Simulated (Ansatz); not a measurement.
(101) slab of 8 planes, 7.1 Å thick with 15 Å of vacuum as cut, in a 2×1 surface cell; outer planes B (top) and N (bottom), cut from BN, relaxed from the bulk's places with the lower part held:

```
CELL_PARAMETERS angstrom
5.00839 0.00000 0.00000
-1.25210 3.55579 0.00000
0.00000 0.00000 22.07770
ATOMIC_POSITIONS crystal
N 0.52029 0.08116 0.33971
N 0.02029 0.08116 0.33971
B 0.78073 0.12291 0.37175
B 0.28073 0.12291 0.37175
N 0.80129 0.20515 0.43589
N 0.30129 0.20515 0.43589
B 0.06178 0.24711 0.46682
B 0.56178 0.24711 0.46682
N 0.08230 0.32920 0.53243
N 0.58230 0.32920 0.53243
B 0.34179 0.36715 0.56331
B 0.84179 0.36715 0.56331
N 0.35993 0.43971 0.62981
N 0.85993 0.43971 0.62981
B 0.61702 0.46805 0.66063
B 0.11702 0.46805 0.66063
```

The calculation used DFT PBEsol, scalar-relativistic, plane waves, PAW (Ansatz 0.2.0). Plane waves to 420 eV, a k mesh through Γ of 6×8×1 on the computed 16-atom cell and Gaussian smearing (0.05 eV); no spin polarisation. The cell repeats along c with a dipole correction in the vacuum.

(1) Its upper atoms are moved at random (σ = 0.25 Å) and relaxed again, 2 time(s). Does the surface find a lower structure?

Spin polarisation was left out, and a magnetic state may lie lower.

Answers

(1) Yes: the energy falls by 0.19 eV a cell (0.17 J/m² of the upper face), and the slab's gap goes from none (metal or semimetal) to none (metal or semimetal). Lower structure:

```xyz
16
Lattice="5.0084 0.0000 0.0000 -1.2521 3.5558 0.0000 0.0000 0.0000 22.0777" Properties=species:S:1:pos:R:3 pbc="T T T"
N     2.5042    0.2886    7.5000
N     0.0000    0.2886    7.5000
B     3.7563    0.4371    8.2075
B     1.2521    0.4371    8.2075
N     3.7563    0.7295    9.6234
N     1.2521    0.7295    9.6234
B     0.0089    0.8802   10.3081
B     2.4953    0.8814   10.3077
N     0.0226    1.1799   11.7528
N     2.4816    1.1836   11.7520
B     1.2523    1.3383   12.5031
B     3.7563    1.3188   12.3659
N     1.2527    1.6371   14.0308
N     3.7560    1.6033   13.7716
B     2.6133    1.7540   14.5791
B    -0.1084    1.7299   14.5807
```

The reference crystal is a form of BN, which isn't its usual structure.

Cost: 3 runs of about 48 core-minutes in all, on Intel Xeon Processor @ 2.50GHz (Skylake/Cascade Lake) (shared hosts).